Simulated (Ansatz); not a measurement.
W:

```
W
1.0
     0.00000    2.03000    2.03000
     2.03000    0.00000    2.03000
     2.03000    2.03000    0.00000
W
1
Direct
  0.00000 0.00000 0.00000
```

This isn't the form of W at room conditions, which is bcc.

* Program: Ansatz 0.2.0
* Task: relaxation of cell and atoms
* Functional: PBE0
* Potentials or basis: Ansatz PAW
* Cutoff: 420 eV (not typed: the program's choice for these potentials)
* k mesh: 6 × 6 × 6
* Occupations: fermi-dirac, width 0.05 eV
* Spin: no spin polarisation

At the start: volume 16.73 Å³/atom.

Q: How do energy, volume and symmetry change on relaxing?

A: It ends after 5 steps and the volume is 16.24 Å³/atom (-2.9 %); space group Fm-3m (No. 225, to 0.05 Å).

The path:
```tsv
step	energy change (eV)	largest force (eV/Å)	volume (Å³)
1	0.0000	0.0000	16.73
2	-0.0139	0.0000	16.33
3	-0.0143	0.0000	16.24
4	-0.0143	0.0000	16.24
5	-0.0141	0.0000	16.24
```

Final structure:
```
CELL_PARAMETERS angstrom
0.00000 2.01013 2.01013
2.01013 0.00000 2.01013
2.01013 2.01013 0.00000
ATOMIC_POSITIONS crystal
W 0.00000 0.00000 0.00000
```

Caveat: the k mesh is coarse (spacing up to 0.45 Å⁻¹), so the values aren't converged, least of all with exact exchange; the plane-wave basis is chosen anew once the cell has moved, so the energies of steps on either side of that aren't comparable; the PAW data sets come from PBE, with cores solved anew for the run's functional, which leaves a small shift of forces and pressure.
